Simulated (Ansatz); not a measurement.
Theory: DFT PBE, scalar-relativistic, plane waves, PAW (Ansatz 0.2.0). All cells share a 420 eV cutoff and Γ-centred k meshes spaced at most about 0.3 Å⁻¹ (about 0.25 or finer for metals, 2π included). No spin polarisation.

Temperature and zero-point effects are left out.

Compare these two cells of PbO2, each relaxed at this level.

A.

```
Pb O
1.0
     0.00000    2.70456    2.70456
     2.70456    0.00000    2.70456
     2.70456    2.70456    0.00000
Pb O
1 2
Direct
  0.00000 0.00000 0.00000
  0.25000 0.25000 0.25000
  0.75000 0.75000 0.75000
```

B.

```
Pb O
1.0
     1.72291    0.99472    4.45594
    -1.72291    0.99472    4.45594
     0.00000   -1.98944    4.45594
Pb O
1 2
Cartesian
  0.0000 0.0000 0.0000
  0.0000 0.0000 3.4190
  0.0000 0.0000 9.9489
```

Task: Which would you expect to be lower, and how large is the difference?

Result: B is lower, by 28 meV/atom. A has the fluorite type, space group Fm-3m (No. 225), 13.2 Å³/atom and no gap on its mesh; B has the cadmium chloride type, space group R-3m (No. 166), 15.3 Å³/atom and a gap of 0.14 eV. Counting O atoms around Pb (those within 1.25 times the shortest such distance or 1.15 times the sum of covalent radii), A has Pb 8 and B has Pb 6. In A, around Pb lie 8 O at 2.34 Å; around O lie 4 Pb at 2.34 Å and 6 O at 2.70 Å. In B, Pb is surrounded by 6 O at 2.24 Å; O is surrounded by 3 Pb at 2.24 Å. Origin: A, reached from a cell as deposited in COD; B, invented. Shaken at random and relaxed again, B came back. The lowest form computed isn't among them: it has the rutile type, space group P4_2/mnm (No. 136), 14.8 Å³/atom, is reached from a cell as deposited in COD and lies 83 meV/atom below the best shown. The higher one, A, is the form on record in the Crystallography Open Database, so temperature, pressure or the functional's error must bridge the margin. Checks on B: no imaginary mode at Γ (other wave vectors untested).

For metals, differences of a few meV/atom aren't resolved. Weakly bound directions are ill-defined at this level, which has no dispersion term (R-3m), and this can change margins and order among such cells. These runs have no spin–orbit coupling, which can matter for Pb. Kohn–Sham gaps at this level usually fall short of measured ones. The missing spin–orbit coupling can work the other way here. The zero gap of Fm-3m may come from the functional, which often closes small gaps. Some candidate types were left out of the draw beforehand, so a known form may be missing.
